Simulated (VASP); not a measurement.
Runs of VASP 6.6.1 on GaP. The structure is cubic, space group F-43m (No. 216). The conventional cell has a = 5.451 Å, b = 5.451 Å, c = 5.451 Å, α = 90.00°, β = 90.00°, γ = 90.00°. Ga (site symmetry -43m) is surrounded by 4 P at 2.36 Å. Around P (site symmetry -43m) lie 4 Ga at 2.36 Å. 

```csv
level,gap on the mesh (eV),pressure (GPa),relaxed volume (Å³/atom)
revPBE+D3,1.72,0.0,20.42
PBEsol+rVV10,1.47,-0.1,20.00
RPBE+D4,1.68,0.0,19.65
RPBE+D3(BJ),(a),0.0,18.55
revPBE+D3(BJ),(b),0.0,19.87
RPBE+D3,1.72,0.0,20.60
revPBE+D4,1.66,0.0,19.70
PBEsol+D4,1.46,0.0,19.68
```

Alike in all rows: task relaxation of cell and atoms; potentials or basis VASP PAW PBE potentials, release 64 (Ga_d, P); no spin polarisation; cell relaxed; k mesh 8 × 8 × 8; cutoff (eV) 600; smearing fermi-dirac 0.05 eV.

Estimate the missing entries.

(a) 1.54; (b) 1.67.

Caveats: the PAW data sets were made with another functional, which shifts forces and pressure a little.

A k mesh can miss the band edges, and the runs leave out spin-orbit coupling on Ga.
